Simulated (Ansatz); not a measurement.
Level of theory: Ansatz 0.2.0, DFT PBE, scalar-relativistic, plane waves, PAW. Cutoff 420 eV, Γ-centred 10×10×10 mesh (4-atom cell), Gaussian smearing of 0.02 eV, no spin polarisation.

Formation energies are uncorrected and count from the elements' standard states at the same level.

Q: Give a relaxed trial structure of a tetragonal semiconductor that holds S and 1 more element, with a gap near 0.8 eV, a formation energy near −0.42 eV/atom and a density near 7.29 g/cm³, in a cell of 4 atoms. Its symmetry should be I4_1md (No. 109).

A: PbS, space group I4_1md (No. 109). Pb has 6 S at 2.99–3.10 Å; S has 6 Pb at 2.99–3.10 Å.

Space group I4_1md (No. 109). a = 3.868 Å, b = 3.868 Å, c = 14.561 Å, α = 90.00°, β = 90.00°, γ = 90.00°
```
atom  site  symmetry       x       y       z
  Pb    4a      2mm.  0.0000  0.0000  0.7917
   S    4a      2mm.  0.0000  0.0000  0.2083
```

* Volume per atom: 27.23 Å³
* Density: 7.29 g/cm³
* Energy over the elements: −0.420 eV/atom
* Gap on the 10×10×10 mesh of the 4-atom cell: 0.75 eV

The structure comes from a generated guess, relaxed at this level; another structure or a mixture of phases may lie lower. The answer needn't be unique; the calculation gave this one.

These runs have no spin–orbit coupling, which can matter for Pb. Kohn–Sham gaps at this level usually fall short of measured ones. The missing spin–orbit coupling can work the other way here. The reference form of S is held partly by dispersion forces, which this level lacks. A structure relaxed within its symmetry needn't be a true minimum.
